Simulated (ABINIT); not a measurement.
**Optical response of KCl (Sylvite)**

Aim: the dielectric function of KCl (Sylvite), and the optical constants that follow from it.

Calculated with ABINIT 10.8.3; DFT, PBE, plane waves with norm-conserving potentials (PseudoDojo), scalar-relativistic, independent-particle linear optical response without local fields.

## Step 1: The starting structure

The structure is cubic, space group Fm-3m (No. 225). Conventional cell: a = 6.293 Å, b = 6.293 Å, c = 6.293 Å, α = 90.00°, β = 90.00°, γ = 90.00°. Nearest to K lie 6 Cl at 3.15 Å. Cl has 6 K at 3.15 Å nearest. Farther neighbours and most contacts between anions are not listed.

As a file:

```cif
data_structure
_symmetry_space_group_name_H-M 'P 1'
_symmetry_Int_Tables_number 1
_cell_length_a 4.4498
_cell_length_b 4.4498
_cell_length_c 4.4498
_cell_angle_alpha 60.000
_cell_angle_beta 60.000
_cell_angle_gamma 60.000
_cell_volume 62.30
loop_
_atom_site_label
_atom_site_type_symbol
_atom_site_fract_x
_atom_site_fract_y
_atom_site_fract_z
_atom_site_occupancy
K1 K 0.00000 0.00000 0.00000 1
Cl2 Cl 0.50000 0.50000 0.50000 1
```

## Step 2: Ground state, bands and velocity matrix elements

The self-consistent density comes first; it also tells whether there is a gap, which decides the occupations and the need for a Drude term.

This step: DFT, PBE, plane waves with norm-conserving potentials (PseudoDojo), scalar-relativistic, ground state, bands at fixed density and velocity matrix elements (ABINIT 10.8.3).

Contents of run.abi:

```
# ground state, bands on a dense mesh, and the derivatives d/dk of the wave functions
ndtset 3

ngkpt1 6 6 6
shiftk1 0.0 0.0 0.0
tolvrs1 1.0d-12
nband1 12
prtden1 1

iscf2 -2
getden2 1
ngkpt2 10 10 10
shiftk2 0.0 0.0 0.0
kptopt2 1
nband2 37
nbdbuf2 4
tolwfr2 1.0d-14

optdriver3 8
wfk_task3 "wfk_ddk"
prtevk3 1
getwfk3 2
getden3 1
iscf3 -2
ngkpt3 10 10 10
shiftk3 0.0 0.0 0.0
kptopt3 1
nband3 37

nshiftk 1
occopt 3
tsmear 0.001837
ecut 35.0
nstep 80
iomode 3
chksymbreak 0
chkprim 0
chksymtnons 0
acell 3*1.0 Angstrom
rprim
  0.000000000000 3.146470000000 3.146470000000
  3.146470000000 0.000000000000 3.146470000000
  3.146470000000 3.146470000000 0.000000000000
natom 2
ntypat 2
znucl 19 17
typat 1 2
xred
  0.000000000000 0.000000000000 0.000000000000
  0.500000000000 0.500000000000 0.500000000000
pseudos "K.upf, Cl.upf"
```

On the command line:

```bash
mpirun -n 4 abinit run.abi
```

Numbers of over 12 decimals in the logs are rounded to 6 here.

What it wrote:

```text
DATASET    1 : space group Fm -3 m (#225); Bravais cF (face-center cubic)
 DATASET    2 : space group Fm -3 m (#225); Bravais cF (face-center cubic)
 DATASET    3 : space group Fm -3 m (#225); Bravais cF (face-center cubic)
            ngfft          48      48      48
                         0.11111    0.11111    0.05556    0.02778    0.11111    0.05556
                         0.01389    0.11111    0.11111    0.05556
                         0.00600    0.02400    0.02400    0.02400    0.02400    0.02400
                         0.02400    0.02400    0.01200    0.00600    0.02400    0.02400
                         0.02400    0.02400    0.02400    0.01200    0.00600    0.02400
                         0.02400    0.02400    0.01200    0.00600    0.02400    0.01200
                         0.00300    0.02400    0.04800    0.04800    0.02400    0.02400
                         0.04800    0.04800    0.04800    0.02400    0.02400    0.04800
                         0.02400    0.01200    0.02400    0.02400    0.01200
                         0.00600    0.02400    0.02400    0.02400    0.02400    0.02400
                         0.02400    0.02400    0.01200    0.00600    0.02400    0.02400
                         0.02400    0.02400    0.02400    0.01200    0.00600    0.02400
                         0.02400    0.02400    0.01200    0.00600    0.02400    0.01200
                         0.00300    0.02400    0.04800    0.04800    0.02400    0.02400
                         0.04800    0.04800    0.04800    0.02400    0.02400    0.04800
                         0.02400    0.01200    0.02400    0.02400    0.01200
== DATASET  1 ==================================================================
 Real(R)+Recip(G) space primitive vectors, cartesian coordinates (Bohr,Bohr^-1):
 R(1)=  0.0000000  5.9459666  5.9459666  G(1)= -0.0840906  0.0840906  0.0840906
 R(2)=  5.9459666  0.0000000  5.9459666  G(2)=  0.0840906 -0.0840906  0.0840906
 R(3)=  5.9459666  5.9459666  0.0000000  G(3)=  0.0840906  0.0840906 -0.0840906
 Unit cell volume ucvol=  4.2043357E+02 bohr^3
 Angles (23,13,12)=  6.00000000E+01  6.00000000E+01  6.00000000E+01 degrees
 getcut: wavevector=  0.0000  0.0000  0.0000  ngfft=  48  48  48
     iter   Etot(hartree)      deltaE(h)  residm     vres2
 ETOT  1  -46.571100369373    -4.657E+01 5.447E-02 1.847E+02
 ETOT  2  -46.596783417706    -2.568E-02 3.364E-03 1.510E+01
 ETOT  3  -46.598352635706    -1.569E-03 1.816E-03 1.449E+00
 ETOT  4  -46.598398992643    -4.636E-05 4.802E-03 7.654E-02
 ETOT  5  -46.598400108576    -1.116E-06 3.277E-03 1.335E-03
 ETOT  6  -46.598400150078    -4.150E-08 2.728E-03 2.235E-05
 ETOT  7  -46.598400152740    -2.662E-09 8.274E-04 3.731E-07
 ETOT  8  -46.598400152758    -1.756E-11 4.839E-04 3.555E-09
 ETOT  9  -46.598400152760    -2.380E-12 1.601E-04 2.309E-10
 ETOT 10  -46.598400152757     2.920E-12 9.029E-05 2.468E-12
 ETOT 11  -46.598400152758    -1.336E-12 1.156E-04 8.724E-13
 At SCF step   11       vres2   =  8.72E-13 < tolvrs=  1.00E-12 =>converged.
 Cartesian components of stress tensor (hartree/bohr^3)
  sigma(1 1)= -2.48732888E-05  sigma(3 2)=  0.00000000E+00
  sigma(2 2)= -2.48732888E-05  sigma(3 1)=  0.00000000E+00
  sigma(3 3)= -2.48732888E-05  sigma(2 1)=  0.00000000E+00
 Mean square residual over all n,k,spin=   18.739E-07; max=  11.557E-05
 Fermi (or HOMO) energy (hartree) =   0.06193   Average Vxc (hartree)=  -0.28070
 Eigenvalues (hartree) for nkpt=  16  k points:
 kpt#   1, nband= 12, wtk=  0.00463, kpt=  0.0000  0.0000  0.0000 (reduced coord)
  -1.00792   -0.45383   -0.40010   -0.40010   -0.40010   -0.00850   -0.00850   -0.00850
   0.18221    0.29896    0.29896    0.29896
   2.00000    2.00000    2.00000    2.00000    2.00000    2.00000    2.00000    2.00000
   0.00000    0.00000    0.00000    0.00000
kinetic             :  1.59180699143484E+01
hartree             :  9.94223676124131E+00
xc                  : -1.09376385164829E+01
Ewald energy        : -3.08334400012199E+01
psp_core            :  6.67954381446766E-01
local_psp           : -3.77939064882813E+01
non_local_psp       :  6.43832379618913E+00
internal            : -4.65984001527584E+01
'-kT*entropy'       :  1.25262822077192E-15
total_energy        : -4.65984001527584E+01
total_energy_eV     : -1.26800706500149E+03
 Cartesian components of stress tensor (hartree/bohr^3)
  sigma(1 1)= -2.48732888E-05  sigma(3 2)=  0.00000000E+00
  sigma(2 2)= -2.48732888E-05  sigma(3 1)=  0.00000000E+00
  sigma(3 3)= -2.48732888E-05  sigma(2 1)=  0.00000000E+00
-Cartesian components of stress tensor (GPa)         [Pressure=  7.3180E-01 GPa]
== DATASET  2 ==================================================================
 Real(R)+Recip(G) space primitive vectors, cartesian coordinates (Bohr,Bohr^-1):
 R(1)=  0.0000000  5.9459666  5.9459666  G(1)= -0.0840906  0.0840906  0.0840906
 R(2)=  5.9459666  0.0000000  5.9459666  G(2)=  0.0840906 -0.0840906  0.0840906
 R(3)=  5.9459666  5.9459666  0.0000000  G(3)=  0.0840906  0.0840906 -0.0840906
 Unit cell volume ucvol=  4.2043357E+02 bohr^3
 Angles (23,13,12)=  6.00000000E+01  6.00000000E+01  6.00000000E+01 degrees
 getcut: wavevector=  0.0000  0.0000  0.0000  ngfft=  48  48  48
 Mean square residual over all n,k,spin=   50.578E-16; max=  99.878E-16
 Eigenvalues (hartree) for nkpt=  47  k points:
 kpt#   1, nband= 37, wtk=  0.00100, kpt=  0.0000  0.0000  0.0000 (reduced coord)
  -1.00792   -0.45383   -0.40010   -0.40010   -0.40010   -0.00850   -0.00850   -0.00850
   0.18221    0.29896    0.29896    0.29896    0.33049    0.33049    0.46816    0.57919
   0.57919    0.57919    0.65141    0.65141    0.65141    0.66325    0.66325    0.78881
   0.78881    0.78881    0.86055    0.92038    0.92038    0.92038    0.93887    0.93887
   1.01641    1.01641    1.01641    1.11462    1.35889
== DATASET  3 ==================================================================
            ngfft          48      48      48
                         0.11111    0.11111    0.05556    0.02778    0.11111    0.05556
                         0.01389    0.11111    0.11111    0.05556
                         0.00600    0.02400    0.02400    0.02400    0.02400    0.02400
                         0.02400    0.02400    0.01200    0.00600    0.02400    0.02400
                         0.02400    0.02400    0.02400    0.01200    0.00600    0.02400
                         0.02400    0.02400    0.01200    0.00600    0.02400    0.01200
                         0.00300    0.02400    0.04800    0.04800    0.02400    0.02400
                         0.04800    0.04800    0.04800    0.02400    0.02400    0.04800
                         0.02400    0.01200    0.02400    0.02400    0.01200
                         0.00600    0.02400    0.02400    0.02400    0.02400    0.02400
                         0.02400    0.02400    0.01200    0.00600    0.02400    0.02400
                         0.02400    0.02400    0.02400    0.01200    0.00600    0.02400
                         0.02400    0.02400    0.01200    0.00600    0.02400    0.01200
                         0.00300    0.02400    0.04800    0.04800    0.02400    0.02400
                         0.04800    0.04800    0.04800    0.02400    0.02400    0.04800
                         0.02400    0.01200    0.02400    0.02400    0.01200
[shortened to cell, iterations, levels, energies and stress; the echo of variables, forces, comments, warnings and credits are left out]
```

The job ended after 35 s (4 MPI ranks of AMD EPYC 9R45, shared host; peak memory 0.14 GiB).

This step gave:

```
total energy           : -46.60 Ha
gap on the k-mesh      : 5.189 eV
direct gap on the mesh : 5.189 eV
```

There is a gap, 5.19 eV on this mesh (points off the mesh can give less), so no carriers' term is needed.

## Step 3: Optical response

With the density converged, the vertical transitions are summed over the zone.

This step: DFT, PBE, plane waves with norm-conserving potentials (PseudoDojo), scalar-relativistic, independent-particle linear optical response without local fields (ABINIT 10.8.3).

Contents of optic.abi:

```
&FILES
 ddkfile_1 = 'runo_DS3_1_EVK.nc',
 ddkfile_2 = 'runo_DS3_2_EVK.nc',
 ddkfile_3 = 'runo_DS3_3_EVK.nc',
 wfkfile = 'runo_DS2_WFK.nc'
/
&PARAMETERS
 broadening = 0.001837,
 domega = 0.0020212,
 maxomega = 0.80849,
 scissor = 0.0,
 tolerance = 0.002,
 nband_sum = 33
/
&COMPUTATIONS
 num_lin_comp = 1,
 lin_comp = 11,
 num_nonlin_comp = 0,
 num_linel_comp = 0,
 num_nonlin2_comp = 0
/
```

On the command line:

```bash
optic optic.abi
```

What it wrote:

```text

 OPTIC has originally been developed by
 S. Sharma, J. K. Dewhurst and C. Ambrosch-Draxl, Phys. Rev. B 67, 165332 (2003), and
 S. Sharma and C. Ambrosch-Draxl, Physica Scripta T 109 (2004).

 rprimd(bohr)      =   0.00000   5.94597   5.94597
                       5.94597   0.00000   5.94597
                       5.94597   5.94597   0.00000
 natom             =       2
 nkpt,mband        =      47      37
 ecut              =  35.00000 Ha
 newocc: new Fermi energy is       0.098075 , with nelect=     16.000000, Number of bisection calls: 5
 Fermi level: 2.6687  (eV)

 fermie            =   0.09807 Ha   2.66875 eV
 Scissor shift     =   0.00000 Ha
 Tolerance on closeness to singularities     =   0.00200 Ha
 Smearing factor      =   0.00184 Ha
 Will use the antiresonant approximation (meaning that the antiresonant terms are neglected)
 Will not perform the bands decomposition
 linear coeffs to be calculated :
 11
 non-linear coeffs to be calculated :

 electronic part of electro-optic coeffs to be calculated :

 non-linear coeffs (V2) to be calculated :

 linear optic matrix elements will be printed :0
 optic : Call pmat2cart
 No scissor shift to be applied. Returning to main optic routine.
 optic : Call linopt
  linopt            1           1
 calculated the component:           1           1   of dielectric function
  with broadening:         (0.000000,1.83700000000000009E-003)
 and scissors shift:   0.000000
 energy window:   56.907510      eV   2.091312      Ha
 optic : Call nlinopt
 optic : Call linelop
 optic : Call nonlinopt

================================================================================

 Calculation completed.
-
program: optic
version: 10.8.3
start_datetime:
end_datetime:
overall_cpu_time:           0.1
overall_wall_time:           0.1
mpi_procs: 1
omp_threads: 1
...
```

Wall time 0.68 s (1 thread); peak memory 0.05 GiB.

This step gave:

| Quantity | Value |
| --- | --- |
| electronic dielectric constant ε∞, mean over x, y and z (by symmetry where fewer were run) | 2.569 |
| centre of weight of the strongest loss peak in the window | 11.95 eV |

The Im ε, E ∥ x has structure finer than the step of the table below, so its rows give means over 0.5 eV, whole bins alone (the curve runs from 0.0550 to 21.9 eV). Peaks (eV: height): 7.53: 3.85, 7.92: 5.64, 8.63: 3.13, 10.23: 5.47, 10.50: 4.34, 15.84: 2.80, 20.90: 2.76.

Sum at mesh points, not converged in k; values under the direct gap are tails of Lorentzian lines. Table of Im ε, E ∥ x by photon energy; means over each step:

photon energy (eV), Im ε, E ∥ x and a bar:
```
      0.5       0.00 
      1.0       0.00 
      1.5       0.00 
      2.0       0.00 
      2.5       0.01 
      3.0       0.01 
      3.5       0.01 
      4.0       0.01 
      4.5       0.02 
      5.0       0.07 #
      5.5       0.37 ###
      6.0       0.69 #####
      6.5       0.84 #######
      7.0       1.67 #############
      7.5       2.89 ######################
      8.0       3.85 ##############################
      8.5       2.62 ####################
      9.0       1.67 #############
      9.5       1.66 #############
     10.0       3.65 ############################
     10.5       3.80 ##############################
     11.0       2.86 ######################
     11.5       1.58 ############
     12.0       0.78 ######
     12.5       0.84 #######
     13.0       0.92 #######
     13.5       1.11 #########
     14.0       0.74 ######
     14.5       0.42 ###
     15.0       0.82 ######
     15.5       2.10 ################
     16.0       1.82 ##############
     16.5       0.94 #######
     17.0       0.59 #####
     17.5       0.65 #####
     18.0       0.85 #######
     18.5       1.18 #########
     19.0       1.17 #########
     19.5       0.84 #######
     20.0       0.99 ########
     20.5       1.87 ###############
     21.0       2.40 ###################
     21.5       1.62 #############
```

The reflectivity at normal incidence, E ∥ x has structure finer than the step of the table below, so its rows give means over 1 eV, whole bins alone (the curve runs from 0.0550 to 21.9 eV). Peaks (eV: height): 8.0: 26.3, 10.3: 28.6, 10.6: 26.5, 11.1: 34.6, 11.7: 30.4, 21.1: 23.0, 21.6: 23.6.

Sum at mesh points, not converged in k. Table of reflectivity at normal incidence, E ∥ x by photon energy; means over each step:

| photon energy (eV) | reflectivity at normal incidence, E ∥ x (%) |
| --- | --- |
| 1 | 5.44 |
| 2 | 5.68 |
| 3 | 6.12 |
| 4 | 6.93 |
| 5 | 8.84 |
| 6 | 10.5 |
| 7 | 15.1 |
| 8 | 17.9 |
| 9 | 10.2 |
| 10 | 18.3 |
| 11 | 26.1 |
| 12 | 14.8 |
| 13 | 4.84 |
| 14 | 4.35 |
| 15 | 5.58 |
| 16 | 14.3 |
| 17 | 4.69 |
| 18 | 3.51 |
| 19 | 5.74 |
| 20 | 5.09 |
| 21 | 17.2 |

The loss function −Im 1/ε at q → 0, E ∥ x has structure finer than the step of the table below, so its rows give means over 1 eV, whole bins alone (the curve runs from 0.0550 to 21.9 eV). Peaks (eV: height): 8.7: 0.500, 11.9: 1.62, 12.1: 1.12, 13.7: 0.894, 16.3: 1.06, 16.8: 1.19, 19.2: 0.703.

Sum at mesh points, not converged in k; values under the direct gap are tails of Lorentzian lines. The loss function −Im 1/ε at q → 0, E ∥ x by energy loss; means over each step:

| energy loss (eV) | loss function −Im 1/ε at q → 0, E ∥ x |
| --- | --- |
| 1 | 2.6e-4 |
| 2 | 5.5e-4 |
| 3 | 9.2e-4 |
| 4 | 0.00152 |
| 5 | 0.00879 |
| 6 | 0.0402 |
| 7 | 0.0766 |
| 8 | 0.199 |
| 9 | 0.269 |
| 10 | 0.174 |
| 11 | 0.382 |
| 12 | 0.903 |
| 13 | 0.564 |
| 14 | 0.583 |
| 15 | 0.190 |
| 16 | 0.607 |
| 17 | 0.705 |
| 18 | 0.380 |
| 19 | 0.513 |
| 20 | 0.327 |
| 21 | 0.410 |

Optical constants at common wavelengths, from n + ik = √ε:

| wavelength (nm) | n | k | R (%) | 1/α |
| --- | --- | --- | --- | --- |
| 1550 | 1.61 | 0.000 | 5.4 | 290 µm |
| 1064 | 1.61 | 0.001 | 5.5 | 134 µm |
| 450 | 1.65 | 0.002 | 6.0 | 20 µm |
| 405 | 1.66 | 0.002 | 6.1 | 15 µm |
| 365 | 1.68 | 0.003 | 6.4 | 11 µm |
| 308 | 1.71 | 0.004 | 6.9 | 6.5 µm |
| 248 | 1.83 | 0.012 | 8.6 | 1.7 µm |

Below the direct gap, k and the depth come from the tails of the Lorentzian lines, not from transitions.

## Step 4: What came out

```yaml
electronic_dielectric_constant_eps_infinity_mean_over_x_y_and_z_by_symmetry_where_fewer_were_run_independent_particles: 2.57
centre_of_weight_of_the_strongest_loss_peak_in_the_window_first_axis: 12.0 eV
```

At this level (PBE, independent particles) KCl has ε∞ = 2.57 and n = 1.61 at 1550 nm. On the mesh the gap is 5.19 eV and the least direct gap 5.19 eV. Excitons and phonon-assisted transitions are missing, and so are local fields; PBE gaps are as a rule too small, which pulls the onset down and ε∞ up. The sum runs over mesh points 0.17 Å⁻¹ apart with no interpolation, so peaks are partly noise of the mesh and static values carry its error. Besides steps told in other documents, this task had 1 run with a known fault of program or setting; those not told in a step above aren't shown.

[Logs are printed without paths, hosts, clocks, repeated set-up lines and the standing remarks that a program may print on its own settings, such as how far it seeks lower states.]

[Hosts, paths, dates, database ids (printed as entryN), source tags and the programs' standing remarks are cut or masked in the printed files.]
